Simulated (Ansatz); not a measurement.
This is a single-point calculation with the PAW code Ansatz on a 3-atom cell of CaF2 started from a crystallographic database; the level of theory is LC-ωPBE. Cell and atoms come from a relaxation with r2SCAN.

Input file:
```yaml
crystal:
  lattice:
    - [0.0, 2.719592886, 2.719592886]
    - [2.719592886, 0.0, 2.719592886]
    - [2.719592886, 2.719592886, 0.0]
  atoms:
    - { symbol: Ca, position: [0.0, 0.0, 0.0] }
    - { symbol: F, position: [0.25, 0.25, 0.25] }
    - { symbol: F, position: [0.75, 0.75, 0.75] }
kpoints:
  mp_grid: { grid: [6, 6, 6] }
hamiltonian:
  xc: lc_wpbe
scf:
  occupations: { method: fixed }
  n_extra_bands: 4
output:
  forces: true
  stress: true
  eigenvalues: true
  write_density: true
  write_potential: true
  elf: true
  volumetric_format: npy
```

Run as `ansatz run input.yaml --threads 2 --pin off --max-ram 2211MiB --backend cpu --events-out ev --progress --plain --runs-dir out`.

**Question.** What does the program print?

**Answer.** Abridged output:
```
scf.n_extra_bands = 4 over 12 filled bands (N_el = 24.0): the run solves 16 bands
Functional definition: LC-wPBE
Crystal: 3 atoms, lattice volume = 40.229 Å³
Basis set: ecut = 420 eV, 749 PW (Γ)
Symmetry: 48 space group operations
Space group: Fm-3m (ITA 225)
k-points: 16 of 216
Exchange kernel: α = 0.0000 at short range, 1.0000 at long range (ω = 0.7559 Å⁻¹), several ranges, Wigner–Seitz truncation, v(0) = 14573.2368 eV·Å³, q-mesh 6×6×6
hybrid outer 1: dexx = +4.421e-2 eV, tail = 1.47e-4 eV
hybrid outer 2: dexx = +2.442e-5 eV, tail = 2.87e-7 eV, Δε = 5.78e-3 eV
hybrid outer 3: dexx = +7.088e-9 eV, tail = 2.84e-9 eV, Δε = 1.76e-4 eV, ΔF = 8.67e-18 eV/Å
hybrid SCF converged: 3 outer / 15 inner (+2 warm-up)
Free energy (F): -3444.162064 eV
Fermi energy:    -1.330189 eV
--- Stress (GPa, compression-positive) ---
        1.883115       0.000000       0.000000
        0.000000       1.883115       0.000000
        0.000000       0.000000       1.883115
  P = ⅓ Tr σ = 1.8831 GPa (18.831 kbar)
--- Band table (eV; the first three rows and the last of 16) ---
  k-point 0: bands = […, -3.8492, -3.8492, -3.8492, -1.6359, -1.6359, -1.6359, 13.7232, 16.6755, 16.6755, 19.1569]
  k-point 1: bands = […, -3.7052, -3.7052, -3.5932, -1.9823, -1.7841, -1.7841, 14.4463, 16.7395, 16.7395, 18.8597]
  k-point 2: bands = […, -3.3625, -3.3625, -3.1040, -2.5807, -2.1214, -2.1214, 15.8550, 16.8725, 16.8725, 18.4078]
  k-point 15: bands = […, -4.3176, -3.6581, -2.9740, -2.1854, -1.6839, -1.4019, 15.3295, 17.2807, 17.5517, 17.9038]
```
The trailing digits, and the zero of the energies, depend on the potentials and thresholds.

The rows of the band table are 0: (0, 0, 0) = Γ, 1: (0, 0, 1/6), 2: (0, 0, 1/3), 15: (1/6, -1/2, -1/3).

Planar averages along the third cell vector, from rho_z.tsv and v_z.tsv (valence density with its augmentation; electrostatic potential energy of an electron, of which only differences have a meaning):
```
z (Å)  ρ (e/Å³)  v_es (eV)
 0.00     0.769      -0.89
 0.28     0.750      -0.98
 0.43     0.748      -0.84
 0.71     0.808       0.42
 1.00     0.787       2.61
 1.28     0.539       5.16
 1.42     0.385       6.57
 1.71     0.189       9.21
 1.99     0.156       9.92
 2.28     0.264       7.97
 2.42     0.385       6.57
 2.71     0.686       3.84
 2.99     0.824       1.45
 3.28     0.772      -0.36
 3.42     0.748      -0.84
 3.70     0.763      -0.92
```

The LC-ωPBE gap is indirect, 15.05 eV (X to Γ), below the direct gap of 15.36 eV at Γ. The gap is the least over the mesh and the extra points. The mean pressure is +1.9 GPa (compression positive), so LC-ωPBE would enlarge the cell's volume. (The program warns that its thresholds are loose for a hybrid's stress.)

No spin polarisation and no zero-point or thermal motion.

The meshes of the hybrids are coarse, so their gaps aren't converged to the digits shown.
